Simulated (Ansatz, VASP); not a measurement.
One calculation of Pd, two programs

```
CELL_PARAMETERS angstrom
-1.57228 1.57228 1.57228
1.57228 -1.57228 1.57228
1.57228 1.57228 -1.57228
ATOMIC_POSITIONS crystal
Pd 0.00000 0.00000 0.00000
```

This isn't the form of Pd at room conditions, which is fcc.

Alike in both runs: task single point; functional PBE; k mesh 12 × 12 × 12; occupations gaussian, width 0.024 eV; no spin polarisation.

|  | VASP | Ansatz |
| --- | --- | --- |
| version | VASP 6.6.1 | Ansatz 0.2.0 |
| potentials or method | VASP PAW PBE potentials, release 64 (Pd) | Ansatz PAW |
| plane-wave cutoff (eV) | 520 | 420 |
| valence electrons in the cell | 10 | 18 |

VASP gave:

| Item | Value |
| --- | --- |
| gap on the k mesh at the Fermi level (eV) | none |
| pressure (GPa) | -1.5 |

Question: Which values does Ansatz return?

Answer: gap on the k mesh at the Fermi level (eV): none; pressure (GPa): -1.2.

A gap of «none» marks a metal or a gap that the smearing closes. With one functional, cell and mesh, what is left measures potentials, basis and numerics. The two sets of potentials don't hold the same shells in valence.
